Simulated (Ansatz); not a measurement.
**V2O3: predicting SCF behaviour**

The cell (10 atoms) is V2O3 in the coordinates of a database entry, unrelaxed (space group R-3c). Forces or pressure are large there, so the entry is far from the computed equilibrium and may be faulty or of a sample under other conditions, or the chosen U doesn't suit it. Source: COD entry 9008083, which need not be the ambient phase.

```
V O
1.0
     2.47600    1.42952    4.66733
    -2.47600    1.42952    4.66733
     0.00000   -2.85904    4.66733
V O
4 6
Cartesian
  0.0000 0.0000 11.8499
  0.0000 0.0000 9.1531
  0.0000 0.0000 2.1521
  0.0000 0.0000 4.8489
  -0.9161 -1.4295 5.8342
  1.6961 -0.0786 5.8342
  -0.7799 1.5081 5.8342
  0.9161 1.4295 8.1678
  -1.6961 0.0786 8.1678
  0.7799 -1.5081 8.1678
```

Site labels below count the atoms in this order, from 1.

The calculation used DFT, PBE+U, PAW, plane waves, scalar-relativistic in Ansatz development build ahead of 0.2.0.

```json
{"Hubbard term (Dudarev form)": "U − J = 6.5 eV on V d, on Löwdin-orthonormalised all-electron atomic orbitals", "Plane-wave cutoff": "420 eV", "k-point mesh": "4×4×4 (Γ-centred)", "Occupations": "Fermi–Dirac smearing, 0.02 eV", "Spin": "collinear, starting moments V1 2.00, V2 -2.00, V3 -2.00, V4 2.00 μB"}
```

Site moments are integrals over atomic spheres and don't add up to the total.

The starting density is a sum of atomic densities. β is the mixing step of the charge; the magnetisation has a step of its own, which the program sets unless it is named.

A static U favours moments and orbital order; the result depends on U and need not be the measured state. Only one magnetic start was run, with no search, so the state need not be the lowest.

Default run: converged in 21 iterations, antiferromagnetic, site moments V1 1.53, V2 -1.53, V3 -1.53, V4 1.53 μB, total 0.00 μB per cell, a gap of 3.03 eV on the k-mesh. The search for lower states is off, and runs that name a mixer don't switch to direct minimisation.

(1) Outcome with Fermi–Dirac width 0.0005 eV, no switch to direct minimisation (limit 70 iterations)?

(2) Outcome with Methfessel–Paxton smearing, width 0.3 eV (limit 70 iterations)?

(3) What happens with tetrahedron occupations (limit 70 iterations)?

(4) Outcome with Fermi–Dirac smearing, width 0.5 eV (limit 70 iterations)?

(5) Change to Broyden, β 0.3, preconditioner Resta (limit 70 iterations). Does it converge, and to what?

Answers

(1) Converged in 22 iterations: free energy unchanged, zero-width estimate unchanged.

(2) Converged in 22 iterations: free energy unchanged, zero-width estimate unchanged.

(3) Converged in 21 iterations: free energy unchanged, zero-width estimate unchanged.

(4) Converged in 36 iterations: free energy shifted by +187 meV/atom, zero-width estimate shifted by +371 meV/atom, so these numbers say nothing of the material, forces change by up to 0.947 eV/Å, pressure 21.4 GPa against 20.8, moments V1 1.67, V2 -1.67, V3 -1.67, V4 1.67 μB against V1 1.53, V2 -1.53, V3 -1.53, V4 1.53.

(5) Converged in 26 iterations: the same free energy, Resta's filter was dropped, as the levels read as a metal's, so the mixing went unfiltered.
